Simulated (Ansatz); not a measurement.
# TaC5: one candidate of a structure search, part 2 of 2

Aim: relax a trial structure of TaC5 and see where it ends.

Ansatz 0.2.0; DFT PBE, scalar-relativistic, plane waves, PAW. The steps go on from the part before.

## (4) Final relaxation

The end of the coarse run is made exact in the group found at a tolerance of 0.06 Å and reduced to its primitive cell.

The input, input.yaml:

```yaml
crystal:
  lattice:
    - [4.1379342657, 0.0, 0.0]
    - [0.0, 4.1379342657, 0.0]
    - [0.0, 0.0, 4.1700021682]
  atoms:
    - { symbol: Ta, position: [0.0, 0.0, 0.5] }
    - { symbol: C, position: [0.7456946538, 0.5, 0.5] }
    - { symbol: C, position: [0.2543053462, 0.5, 0.5] }
    - { symbol: C, position: [0.5, 0.7456946538, 0.5] }
    - { symbol: C, position: [0.5, 0.2543053462, 0.5] }
    - { symbol: C, position: [0.0, 0.0, 0.0] }
basis:
  ecutwfc: 420
kpoints:
  mp_grid: { grid: [10, 10, 10] }
hamiltonian:
  xc: pbe
scf:
  occupations: { method: gaussian, width: 0.1 }
output:
  forces: true
  stress: true
  eigenvalues: true
relax:
  adjacent_minimum: "off"
  f_tol: 0.01
  max_steps: 80
  cell: { stress_tol: 0.05 }
```

Run with:

```
> ansatz run input.yaml --threads 1 --pin off --max-ram 2560MiB --backend cpu --events-out ev --progress --plain --runs-dir out
```

The log of the run:

```text
Warning: RAYON_NUM_THREADS=1 ignored (pool sized by the plan → 1); use --threads N
[... 9 set-up lines as earlier in the session ...]
Crystal: 6 atoms, lattice volume = 71.401 Å³
Basis set: ecut = 420 eV, 1365 PW (Γ), exchange–correlation on 60×60×60 points (8 copies of the dense FFT grid, shifted against one another)
Bands: 23, of which v1, the nominal top of the filled ones, is band 17 counted from 1 (16 counted from 0)
[... 1 set-up line as earlier in the session ...]
Space group: P4/mmm (ITA 123), of the structure as read, at distance tolerance 4.1e-5 Å
k-points: 126 of 1000
[... 8 set-up lines as earlier in the session ...]
SCF iter   1: F=—  HF=-11174.031193 eV  |F-HF|=—  |Δ(HF+E_count)|=         —  Δρ=1.43e-2  dr2=2.87e-1  ethr=1.77e-3  ⟨swp⟩=5.7  Hψ=13872  notcnv=0
preconditioner: auto → LDOS  [metal: Δε(μ)=0.003 eV  Ē_g=9.659 eV  σ=0.100 eV  W_gap=0.02  n_scr=18 (ndim 8)  ℏωp=22.0 eV  f_vac=0.069  D(μ)=3.41/eV (n_scr^D=26)  β→1.0]
SCF iter   2: F=—  HF=-11174.007631 eV  |F-HF|=—  |Δ(HF+E_count)|=   2.36e-2  Δρ=3.10e-3  dr2=7.50e-3  ethr=8.69e-4  ⟨swp⟩=1.4  Hψ=3970  notcnv=0  defer=8
SCF iter   3: F=—  HF=-11174.007768 eV  |F-HF|=—  |Δ(HF+E_count)|=   1.36e-4  Δρ=1.56e-3  dr2=2.04e-3  ethr=2.27e-5  ⟨swp⟩=2.0  Hψ=4149  notcnv=0  defer=8
SCF iter   4: F=—  HF=-11174.007190 eV  |F-HF|=—  |Δ(HF+E_count)|=   5.78e-4  Δρ=2.45e-4  dr2=4.40e-5  ethr=6.18e-6  ⟨swp⟩=2.0  Hψ=4010  notcnv=0  defer=8
SCF iter   5: F=—  HF=-11174.007249 eV  |F-HF|=—  |Δ(HF+E_count)|=   5.95e-5  Δρ=7.83e-5  dr2=5.09e-6  ethr=1.33e-7  ⟨swp⟩=2.0  Hψ=4209  notcnv=0  defer=8
SCF iter   6: F=—  HF=-11174.007250 eV  |F-HF|=—  |Δ(HF+E_count)|=   6.12e-7  Δρ=2.27e-5  dr2=6.37e-7  ethr=1.54e-8  ⟨swp⟩=2.0  Hψ=3946  notcnv=0  defer=8
SCF iter   7: F=-11174.007250 eV  HF=-11174.007250 eV  |F-HF|=1.08e-8  |Δ(HF+E_count)|=   6.34e-9  Δρ=5.00e-6  dr2=2.33e-8  ethr=3.03e-10  ⟨swp⟩=9.2  Hψ=13291  notcnv=0
SCF 1 converged in 7 iterations: F = -11174.007250 eV  dr2 = 2.33e-8
relax step   1: F+E_penalty+E_count = -11174.00725000 eV  Δ(F+E_penalty+E_count) = +0.000e0 eV  max|allowed force component| = 6.253e-1 eV/Å  Δτ_max = 0.0000 Å  P = +0.892 GPa  Ω = 71.401 Å³  (7 SCF iters, dr2 threshold 1.00e-7 eV, accepted)
Crystal: 6 atoms, lattice volume = 71.322 Å³
[... 2 set-up lines as earlier in the session ...]
iter 1 solved again at ethr=2.98e-5 eV; its pass at ethr=3.10e-3 eV (dr2=9.84e-3 eV) is discarded
SCF iter   1: F=—  HF=-11174.021978 eV  |F-HF|=—  |Δ(HF+E_count)|=         —  Δρ=2.92e-3  dr2=1.07e-2  ethr=2.98e-5  ⟨swp⟩=2.1  Hψ=16828  notcnv=0
preconditioner: auto → LDOS  [metal: Δε(μ)=0.005 eV  Ē_g=9.673 eV  σ=0.100 eV  W_gap=0.03  n_scr=18 (ndim 8)  ℏωp=22.0 eV  f_vac=0.071  D(μ)=3.63/eV (n_scr^D=28)  β→1.0]
SCF iter   2: F=—  HF=-11174.020486 eV  |F-HF|=—  |Δ(HF+E_count)|=   1.49e-3  Δρ=1.26e-3  dr2=1.71e-3  ethr=2.98e-5  ⟨swp⟩=2.1  Hψ=4144  notcnv=0
SCF iter   3: F=—  HF=-11174.020197 eV  |F-HF|=—  |Δ(HF+E_count)|=   2.90e-4  Δρ=3.62e-4  dr2=1.30e-4  ethr=5.20e-6  ⟨swp⟩=2.0  Hψ=4163  notcnv=0
SCF iter   4: F=—  HF=-11174.020227 eV  |F-HF|=—  |Δ(HF+E_count)|=   3.06e-5  Δρ=1.04e-4  dr2=1.19e-5  ethr=3.93e-7  ⟨swp⟩=2.4  Hψ=4395  notcnv=0
SCF iter   5: F=-11174.020227 eV  HF=-11174.020227 eV  |F-HF|=1.07e-8  |Δ(HF+E_count)|=   2.88e-7  Δρ=1.32e-5  dr2=1.43e-7  ethr=1.82e-9  ⟨swp⟩=4.8  Hψ=13437  notcnv=0
SCF 2 converged in 5 iterations: F = -11174.020227 eV  dr2 = 1.43e-7
relax step   2: F+E_penalty+E_count = -11174.02022691 eV  Δ(F+E_penalty+E_count) = -1.298e-2 eV  max|allowed force component| = 3.380e-1 eV/Å  Δτ_max = 0.0065 Å  P = +0.328 GPa  Ω = 71.322 Å³  energy of the carried Pulay correction = +1.814e-4 eV  (5 SCF iters, dr2 threshold 6.00e-7 eV, accepted)
Crystal: 6 atoms, lattice volume = 70.907 Å³
Basis set: ecut = 420 eV, 1359 PW (Γ), exchange–correlation on 60×60×60 points (8 copies of the dense FFT grid, shifted against one another)
iter 1 solved again at ethr=3.09e-5 eV; its pass at ethr=3.10e-3 eV (dr2=1.02e-2 eV) is discarded
SCF iter   1: F=—  HF=-11174.027853 eV  |F-HF|=—  |Δ(HF+E_count)|=         —  Δρ=2.90e-3  dr2=1.10e-2  ethr=3.09e-5  ⟨swp⟩=2.6  Hψ=16752  notcnv=0
preconditioner: auto → LDOS  [metal: Δε(μ)=0.010 eV  Ē_g=9.695 eV  σ=0.100 eV  W_gap=0.06  n_scr=18 (ndim 8)  ℏωp=22.0 eV  f_vac=0.069  D(μ)=3.55/eV (n_scr^D=28)  β→1.0]
SCF iter   2: F=—  HF=-11174.026194 eV  |F-HF|=—  |Δ(HF+E_count)|=   1.66e-3  Δρ=1.45e-3  dr2=2.16e-3  ethr=3.09e-5  ⟨swp⟩=2.0  Hψ=4156  notcnv=0
SCF iter   3: F=—  HF=-11174.025789 eV  |F-HF|=—  |Δ(HF+E_count)|=   4.06e-4  Δρ=2.54e-4  dr2=6.40e-5  ethr=6.54e-6  ⟨swp⟩=2.0  Hψ=4138  notcnv=0
SCF iter   4: F=—  HF=-11174.025832 eV  |F-HF|=—  |Δ(HF+E_count)|=   4.28e-5  Δρ=6.38e-5  dr2=3.41e-6  ethr=1.94e-7  ⟨swp⟩=2.4  Hψ=4341  notcnv=0
SCF iter   5: F=-11174.025832 eV  HF=-11174.025832 eV  |F-HF|=1.34e-8  |Δ(HF+E_count)|=   2.16e-7  Δρ=7.60e-6  dr2=1.81e-8  ethr=1.82e-9  ⟨swp⟩=6.9  Hψ=13435  notcnv=0
SCF 3 converged in 5 iterations: F = -11174.025832 eV  dr2 = 1.81e-8
relax step   3: F+E_penalty+E_count = -11174.02583192 eV  Δ(F+E_penalty+E_count) = -5.605e-3 eV  max|allowed force component| = 1.820e-3 eV/Å  Δτ_max = 0.0081 Å  P = +0.362 GPa  Ω = 70.907 Å³  energy of the carried Pulay correction = +1.133e-3 eV  (5 SCF iters, dr2 threshold 6.00e-7 eV, accepted)
Crystal: 6 atoms, lattice volume = 71.178 Å³
iter 1 solved again at ethr=2.42e-6 eV; its pass at ethr=3.10e-3 eV (dr2=8.00e-4 eV) is discarded
SCF iter   1: F=—  HF=-11174.025465 eV  |F-HF|=—  |Δ(HF+E_count)|=         —  Δρ=7.73e-4  dr2=8.04e-4  ethr=2.42e-6  ⟨swp⟩=2.6  Hψ=16795  notcnv=0
preconditioner: auto → LDOS  [metal: Δε(μ)=0.008 eV  Ē_g=9.692 eV  σ=0.100 eV  W_gap=0.04  n_scr=18 (ndim 8)  ℏωp=22.0 eV  f_vac=0.072  D(μ)=3.55/eV (n_scr^D=28)  β→1.0]
SCF iter   2: F=—  HF=-11174.025352 eV  |F-HF|=—  |Δ(HF+E_count)|=   1.14e-4  Δρ=2.72e-4  dr2=7.18e-5  ethr=2.42e-6  ⟨swp⟩=1.8  Hψ=3480  notcnv=0
SCF iter   3: F=—  HF=-11174.025402 eV  |F-HF|=—  |Δ(HF+E_count)|=   4.98e-5  Δρ=1.02e-4  dr2=9.03e-6  ethr=2.18e-7  ⟨swp⟩=2.5  Hψ=4115  notcnv=0
SCF iter   4: F=-11174.025399 eV  HF=-11174.025399 eV  |F-HF|=3.59e-9  |Δ(HF+E_count)|=   2.26e-6  Δρ=2.02e-5  dr2=3.27e-7  ethr=1.35e-9  ⟨swp⟩=4.6  Hψ=13910  notcnv=0
SCF 4 converged in 4 iterations: F = -11174.025399 eV  dr2 = 3.27e-7
relax step   4: F+E_penalty+E_count = -11174.02539937 eV  Δ(F+E_penalty+E_count) = +4.326e-4 eV  max|allowed force component| = 1.563e-3 eV/Å  Δτ_max = 0.0006 Å  P = -0.126 GPa  Ω = 71.178 Å³  energy of the carried Pulay correction = +5.093e-4 eV  (4 SCF iters, dr2 threshold 4.45e-7 eV, accepted)
Crystal: 6 atoms, lattice volume = 71.114 Å³
iter 1 solved again at ethr=6.19e-7 eV; its pass at ethr=3.10e-3 eV (dr2=2.04e-4 eV) is discarded
SCF iter   1: F=—  HF=-11174.025559 eV  |F-HF|=—  |Δ(HF+E_count)|=         —  Δρ=3.72e-4  dr2=2.13e-4  ethr=6.19e-7  ⟨swp⟩=2.6  Hψ=16661  notcnv=0
preconditioner: auto → LDOS  [metal: Δε(μ)=0.008 eV  Ē_g=9.694 eV  σ=0.100 eV  W_gap=0.04  n_scr=18 (ndim 8)  ℏωp=22.0 eV  f_vac=0.069  D(μ)=3.55/eV (n_scr^D=28)  β→1.0]
SCF iter   2: F=—  HF=-11174.025540 eV  |F-HF|=—  |Δ(HF+E_count)|=   1.91e-5  Δρ=8.90e-5  dr2=7.40e-6  ethr=6.19e-7  ⟨swp⟩=1.2  Hψ=2927  notcnv=0
SCF iter   3: F=—  HF=-11174.025589 eV  |F-HF|=—  |Δ(HF+E_count)|=   4.88e-5  Δρ=4.13e-5  dr2=1.52e-6  ethr=2.24e-8  ⟨swp⟩=2.1  Hψ=4174  notcnv=0
SCF iter   4: F=-11174.025589 eV  HF=-11174.025589 eV  |F-HF|=6.71e-9  |Δ(HF+E_count)|=   3.16e-7  Δρ=9.16e-6  dr2=6.74e-8  ethr=4.04e-10  ⟨swp⟩=3.5  Hψ=12191  notcnv=0
SCF 5 converged in 4 iterations: F = -11174.025589 eV  dr2 = 6.74e-8
relax step   5: F+E_penalty+E_count = -11174.02558852 eV  Δ(F+E_penalty+E_count) = -1.892e-4 eV  max|allowed force component| = 5.017e-3 eV/Å  Δτ_max = 0.0000 Å  P = -0.023 GPa  Ω = 71.114 Å³  energy of the carried Pulay correction = +6.583e-4 eV  (4 SCF iters, dr2 threshold 1.33e-7 eV, accepted)
[... 1 set-up line as earlier in the session ...]
iter 1 solved again at ethr=1.96e-8 eV; its pass at ethr=3.10e-3 eV (dr2=6.46e-6 eV) is discarded
SCF iter   1: F=—  HF=-11174.025192 eV  |F-HF|=—  |Δ(HF+E_count)|=         —  Δρ=7.73e-5  dr2=2.26e-7  ethr=1.96e-8  ⟨swp⟩=4.0  Hψ=23804  notcnv=0
preconditioner: auto → LDOS  [metal: Δε(μ)=0.008 eV  Ē_g=9.695 eV  σ=0.100 eV  W_gap=0.05  n_scr=18 (ndim 8)  ℏωp=22.0 eV  f_vac=0.069  D(μ)=3.55/eV (n_scr^D=28)  β→1.0]
SCF iter   2: F=—  HF=-11174.025300 eV  |F-HF|=—  |Δ(HF+E_count)|=   1.07e-4  Δρ=5.12e-6  dr2=2.25e-8  ethr=6.84e-10  ⟨swp⟩=2.0  Hψ=4626  notcnv=0
SCF iter   3: F=—  HF=-11174.025300 eV  |F-HF|=—  |Δ(HF+E_count)|=   1.06e-9  Δρ=1.61e-6  dr2=2.59e-9  ethr=6.83e-11  ⟨swp⟩=2.1  Hψ=4003  notcnv=0
SCF iter   4: F=—  HF=-11174.025300 eV  |F-HF|=—  |Δ(HF+E_count)|=   6.56e-9  Δρ=1.25e-6  dr2=9.33e-10  ethr=7.85e-12  ⟨swp⟩=2.0  Hψ=4230  notcnv=0
SCF iter   5: F=-11174.025300 eV  HF=-11174.025300 eV  |F-HF|=4.00e-10  |Δ(HF+E_count)|=   6.24e-9  Δρ=2.92e-7  dr2=4.85e-11  ethr=1.00e-12  ⟨swp⟩=4.1  Hψ=12165  notcnv=0
SCF 6 converged in 5 iterations: F = -11174.025300 eV  dr2 = 4.85e-11
relax step   6: F+E_penalty+E_count = -11174.02529984 eV  Δ(F+E_penalty+E_count) = +2.887e-4 eV  max|allowed force component| = 5.474e-3 eV/Å  Δτ_max = 0.0000 Å  P = -0.025 GPa  Ω = 71.114 Å³  stress off target by 1.25e-1 GPa  SCF on the basis re-selected at this cell (its energy is not comparable with the rows above)  (5 SCF iters)
basis re-selected at this cell: Δ(F+E_penalty+E_count) = +2.887e-4 eV, ΔP = -0.002 GPa vs the last step (what re-selecting the basis moved, of the pressure what is left beyond the Pulay correction that the steps carried, after the strain that the cell walked since its last selection, with what the two solves' SCF thresholds leave and, on support functions, any second-order correction that the steps lacked; it is no measure of the basis error at this ecutwfc). This SCF's stress stands 1.25e-1 GPa from its target on what of the cell is left free (relax.cell.stress_tol is 5.00e-2 GPa) and its largest allowed force component is 5.47e-3 eV/Å (relax.f_tol is 1.00e-2 eV/Å): not within both, so this SCF does not close the relaxation
Crystal: 6 atoms, lattice volume = 71.108 Å³
iter 1 solved again at ethr=3.31e-7 eV; its pass at ethr=3.10e-3 eV (dr2=1.09e-4 eV) is discarded
SCF iter   1: F=—  HF=-11174.025275 eV  |F-HF|=—  |Δ(HF+E_count)|=         —  Δρ=2.69e-4  dr2=1.16e-4  ethr=3.31e-7  ⟨swp⟩=3.0  Hψ=17128  notcnv=0
preconditioner: auto → LDOS  [metal: Δε(μ)=0.008 eV  Ē_g=9.698 eV  σ=0.100 eV  W_gap=0.05  n_scr=18 (ndim 8)  ℏωp=22.0 eV  f_vac=0.070  D(μ)=3.55/eV (n_scr^D=28)  β→1.0]
SCF iter   2: F=—  HF=-11174.025265 eV  |F-HF|=—  |Δ(HF+E_count)|=   1.01e-5  Δρ=4.39e-5  dr2=1.45e-6  ethr=3.31e-7  ⟨swp⟩=1.2  Hψ=2928  notcnv=0
SCF iter   3: F=—  HF=-11174.025315 eV  |F-HF|=—  |Δ(HF+E_count)|=   4.93e-5  Δρ=2.08e-5  dr2=5.64e-7  ethr=1.18e-10  ⟨swp⟩=6.9  Hψ=14542  notcnv=0
SCF iter   4: F=-11174.025315 eV  HF=-11174.025315 eV  |F-HF|=1.41e-8  |Δ(HF+E_count)|=   4.06e-8  Δρ=4.24e-6  dr2=2.23e-8  ethr=1.18e-10  ⟨swp⟩=4.0  Hψ=11419  notcnv=0
SCF 7 converged in 4 iterations: F = -11174.025315 eV  dr2 = 2.23e-8
relax step   7: F+E_penalty+E_count = -11174.02531452 eV  Δ(F+E_penalty+E_count) = -1.468e-5 eV  max|allowed force component| = 4.990e-4 eV/Å  Δτ_max = 0.0002 Å  P = +0.002 GPa  Ω = 71.108 Å³  energy of the carried Pulay correction = -9.588e-6 eV  (4 SCF iters, dr2 threshold 3.90e-8 eV, accepted)
iter 1 solved again at ethr=2.02e-8 eV; its pass at ethr=3.10e-3 eV (dr2=6.67e-6 eV) is discarded
SCF iter   1: F=—  HF=-11174.025271 eV  |F-HF|=—  |Δ(HF+E_count)|=         —  Δρ=5.41e-6  dr2=2.67e-8  ethr=2.02e-8  ⟨swp⟩=4.0  Hψ=23784  notcnv=0
SCF iter   2: F=—  HF=-11174.025320 eV  |F-HF|=—  |Δ(HF+E_count)|=   4.96e-5  Δρ=3.94e-6  dr2=1.10e-8  ethr=8.10e-11  ⟨swp⟩=2.7  Hψ=5250  notcnv=0
SCF iter   3: F=—  HF=-11174.025320 eV  |F-HF|=—  |Δ(HF+E_count)|=   1.39e-9  Δρ=1.02e-6  dr2=4.83e-10  ethr=3.35e-11  ⟨swp⟩=2.3  Hψ=4043  notcnv=0
SCF iter   4: F=—  HF=-11174.025320 eV  |F-HF|=—  |Δ(HF+E_count)|=  2.75e-10  Δρ=4.21e-7  dr2=1.15e-10  ethr=1.46e-12  ⟨swp⟩=2.0  Hψ=4141  notcnv=0
SCF iter   5: F=-11174.025320 eV  HF=-11174.025320 eV  |F-HF|=7.28e-12  |Δ(HF+E_count)|=  9.09e-12  Δρ=2.04e-7  dr2=2.02e-11  ethr=1.00e-12  ⟨swp⟩=4.6  Hψ=9840  notcnv=0
SCF 8 converged in 5 iterations: F = -11174.025320 eV  dr2 = 2.02e-11
relax step   8: F+E_penalty+E_count = -11174.02532022 eV  Δ(F+E_penalty+E_count) = -5.695e-6 eV  max|allowed force component| = 3.504e-4 eV/Å  Δτ_max = 0.0000 Å  P = +0.003 GPa  Ω = 71.108 Å³  stress off target by 3.49e-3 GPa  SCF on the basis re-selected at this cell (its energy is not comparable with the rows above)  (5 SCF iters)
basis re-selected at this cell: Δ(F+E_penalty+E_count) = -5.695e-6 eV, ΔP = +0.001 GPa vs the last step (what re-selecting the basis moved, of the pressure what is left beyond the Pulay correction that the steps carried, after the strain that the cell walked since its last selection, with what the two solves' SCF thresholds leave and, on support functions, any second-order correction that the steps lacked; it is no measure of the basis error at this ecutwfc). This SCF's stress stands 3.49e-3 GPa from its target on what of the cell is left free (relax.cell.stress_tol is 5.00e-2 GPa) and its largest allowed force component is 3.50e-4 eV/Å (relax.f_tol is 1.00e-2 eV/Å): within both
SCF converged after 5 iterations
Free energy (F): -11174.025320 eV
Harris-Foulkes:  -11174.025320 eV  (|F-HF|=7.28e-12)
Internal energy: -11174.007572 eV  (E = F + TS)
E sigma→0 (E₀):  -11174.016446 eV
Entropy (-TS):   -0.017748 eV (-2.958 meV/atom)
Fermi energy:    8.862920 eV
--- Per-component energies (eV) ---
  E_band       = -244.804659
  E_kinetic    = 799.309129
  E_local      = -1807.912838  (includes V_loc(G=0)·N_el)
  E_nonlocal   = 151.390998
  E_hartree    = 624.675934
  E_xc         = -452.564602
  E_vxc        = -493.489201  (∫ρ·V_xc dr)
  E_paw        = -8890.430025  (= ΣΔE_a)
  E_vpaw       = -143.454783  (= ΣTr[D̂ρ^β])
  E_aug_tail   = 0.000193  (compensation charges beyond the density's cutoff)
  E_ewald      = -1598.476361
  E_smearing   = -0.017748  (= −TS)
  E_closure    = 0.000000  (closes the sum)
  Σ components = -11174.025320   (vs F -11174.025320, Δ=0.00e0)
--- Forces (eV/Å), atoms counted from 1 ---
  atom   1  Ta     0.00000000    -0.00000000     0.00000000
  atom   2  C     -0.00035036    -0.00000000     0.00000000
  atom   3  C      0.00035036     0.00000000    -0.00000000
  atom   4  C      0.00000000    -0.00035036    -0.00000000
  atom   5  C     -0.00000000     0.00035036     0.00000000
  atom   6  C      0.00000000    -0.00000000     0.00000000
  max |Σ_I F_I| component: 2.22e-16 eV/Å
--- Stress (GPa, compression-positive) ---
        0.002068       0.000000      -0.000000
        0.000000       0.002068       0.000000
       -0.000000       0.000000       0.003490
  P = ⅓ Tr σ = 0.0025 GPa (0.025 kbar)
--- Band table (eV; the first three rows and the last of 126) ---
  k-point 0: bands = ["-59.7701", "-26.5543", "-26.5543", "-26.0387", "-11.1902", "-2.8527", "-2.8527", "-1.9344", "-1.0918", "-0.4851", "-0.1393", "2.0707", "7.6710", "7.6710", "8.9685", "8.9685", "9.1641", "11.1869", "11.1869", "11.2374", "11.2374", "11.3846", "13.8082"]
  k-point 1: bands = ["-59.7701", "-26.5542", "-26.5542", "-26.0400", "-11.1868", "-2.8494", "-2.8494", "-1.8699", "-1.0870", "-0.4666", "-0.1380", "2.0636", "7.3299", "7.3299", "8.6196", "9.2760", "9.2760", "11.1905", "11.1905", "11.3062", "11.3803", "11.3803", "13.8101"]
  k-point 2: bands = ["-59.7701", "-26.5537", "-26.5537", "-26.0433", "-11.1780", "-2.8406", "-2.8406", "-1.6989", "-1.0741", "-0.4124", "-0.1345", "2.0743", "6.7786", "6.7786", "7.4183", "9.6564", "9.6564", "11.1131", "11.2006", "11.2006", "11.8707", "11.8707", "13.8151"]
  k-point 125: bands = ["-59.7694", "-26.5864", "-26.5864", "-26.0477", "-10.7364", "-4.2941", "-4.2941", "-0.9789", "0.6519", "2.8163", "4.0881", "4.0881", "4.1726", "4.3873", "4.3873", "4.4506", "7.7613", "8.8005", "9.9561", "9.9561", "13.8407", "13.8407", "14.7260"]
--- Relaxed structure (6 steps of the walk, 6 accepted, 2 SCFs on fresh bases) ---
  F+E_penalty+E_count = -11174.02532022 eV   max|allowed force component| = 3.504e-4 eV/Å   (the final SCF, on the basis selected at the relaxed cell)
  cell:  # Å, volume = 71.1080 Å³
    - [4.115357736778347, -3.0255440422752234e-33, 2.5356940925493164e-32]
    - [-1.5367842754413833e-33, 4.115357736778347, -5.222665311070325e-34]
    - [2.5553450642432675e-32, -5.263139593944706e-34, 4.198587851120808]
  atoms:
    - { symbol: Ta, position: [-3.1660184550201625e-20, -4.366922006924349e-20, 0.5000000000000001] }
    - { symbol: C, position: [0.7491163457882288, 0.5, 0.5000000000000001] }
    - { symbol: C, position: [0.2508836542117712, 0.5, 0.5000000000000001] }
    - { symbol: C, position: [0.5, 0.7491163457882288, 0.5000000000000001] }
    - { symbol: C, position: [0.5, 0.2508836542117712, 0.5000000000000001] }
    - { symbol: C, position: [-3.166018455020176e-20, -4.3669220069244545e-20, -6.6150621804619075e-37] }
```

Run time: 4.7 min. Hardware: 1 thread of Intel Xeon at 2.50GHz (Skylake/Cascade Lake), shared host; peak memory 0.48 GiB.

Relaxation path:

| step | energy from step 1 (eV/cell) | largest force component (eV/Å) | pressure (GPa) | volume (Å³) |
| --- | --- | --- | --- | --- |
| 1 | 0.0000 | 0.6253 | 0.89 | 71.40 |
| 2 | -0.0130 | 0.3380 | 0.33 | 71.32 |
| 3 | -0.0186 | 0.0018 | 0.36 | 70.91 |
| 4 | -0.0181 | 0.0016 | -0.13 | 71.18 |
| 5 | -0.0183 | 0.0050 | -0.02 | 71.11 |
| 6 | -0.0180 | 0.0055 | -0.02 | 71.11 |
| 7 | -0.0181 | 0.0005 | 0.00 | 71.11 |
| 8 | -0.0181 | 0.0003 | 0.00 | 71.11 |

Step 1 is the start. Steps 6, 8 each repeat the geometry before them on a plane-wave basis chosen anew, so the energy can jump there without any move.

|  | before | after | change |
| --- | --- | --- | --- |
| a (Å) | 4.138 | 4.115 | -0.5 % |
| b (Å) | 4.138 | 4.115 | -0.5 % |
| c (Å) | 4.170 | 4.199 | +0.7 % |
| volume (Å³/atom) | 11.90 | 11.85 | -0.4 % |
| shortest distance (Å) | 1.438 | 1.450 | +0.8 % |
| space group (0.01 Å) | P4/mmm | P4/mmm | same |

Forces and stress were held to the start's 16 operations: a distortion of lower symmetry was not tested.

## (5) Changed: xc lda, preconditioner kerker, ecutwfc left out

The input, input.yaml:

```yaml
crystal:
  lattice:
    - [4.1153577368, 0.0, 0.0]
    - [0.0, 4.1153577368, 0.0]
    - [0.0, 0.0, 4.1985878511]
  atoms:
    - { symbol: Ta, position: [0.0, 0.0, 0.5] }
    - { symbol: C, position: [0.7491163458, 0.5, 0.5] }
    - { symbol: C, position: [0.2508836542, 0.5, 0.5] }
    - { symbol: C, position: [0.5, 0.7491163458, 0.5] }
    - { symbol: C, position: [0.5, 0.2508836542, 0.5] }
    - { symbol: C, position: [0.0, 0.0, 0.0] }
kpoints:
  mp_grid: { grid: [10, 10, 10] }
hamiltonian:
  xc: lda
scf:
  occupations: { method: gaussian, width: 0.1 }
  mixing: { preconditioner: kerker }
output:
  forces: true
  eigenvalues: true
  stress: true
```

Run with:

```
> ansatz run input.yaml --threads 1 --pin off --max-ram 2560MiB --backend cpu --events-out ev --progress --plain --runs-dir out
```

The log of the run (excerpt; [...] marks lines left out):

```text
Warning: RAYON_NUM_THREADS=1 ignored (pool sized by the plan → 1); use --threads N
[...]
[... 3 set-up lines as earlier in the session ...]
Functional definition: SPW92
[...]
Crystal: 6 atoms, lattice volume = 71.108 Å³
Basis set: ecut = 420 eV, 1359 PW (Γ)
[...]
  atom   3  C      0.14930682     0.00000000     0.00000000
  atom   4  C      0.00000000    -0.14930682     0.00000000
  atom   5  C      0.00000000     0.14930682     0.00000000
  atom   6  C      0.00000000     0.00000000     0.00000000
[...]
--- Stress (GPa, compression-positive) ---
      -10.679122       0.000000       0.000000
        0.000000     -10.679122       0.000000
        0.000000       0.000000      -5.764006
  P = ⅓ Tr σ = -9.0408 GPa (-90.408 kbar)
--- Band table (eV; the first three rows and the last of 126) ---
[... band rows left out ...]
[...]
```

Wall time 39 s (1 thread of Intel Xeon at 2.50GHz (Skylake/Cascade Lake), shared host); peak memory 0.44 GiB.

```csv
run,ending,energy change,pressure (GPa),gap (eV),force (eV/Å),cycles,time
step 4,converged,-,0.0,0.00,0.00,-,4.7 min
variant,converged,not comparable,-9.0,0.00,0.15,9,39 s
```

A change of functional puts the total energy on another scale; the pressure goes from 0.0 to -9.0 GPa and the largest force goes from 0.00 to 0.15 eV/Å. At this fixed cell a lower pressure means that this functional prefers a smaller volume than the reference.

## (6) Results

The summary covers parts 1 to 2. Changes of volume or cell count from the first structure of part 1.

```
                              quantity                                                                      value
symmetry at the end (tolerance 0.05 Å)                                               space group P4/mmm (No. 123)
                     conventional cell  a = 4.115 Å, b = 4.115 Å, c = 4.199 Å, α = 90.00°, β = 90.00°, γ = 90.00°
                                volume                                                              11.85 Å³/atom
              energy over the elements                                                              +2.16 eV/atom
                       gap on the mesh                                                               none (metal)
```

What this shows: The space group P4/mmm (No. 123) is kept, and the volume per atom shrinks by 24.0 % from the first guess. The formation energy is positive, so the separate elements lie lower. No finished test with a distortion of lower symmetry is shown, so the end may be a saddle point. The runs treat Ta without spin-orbit coupling.
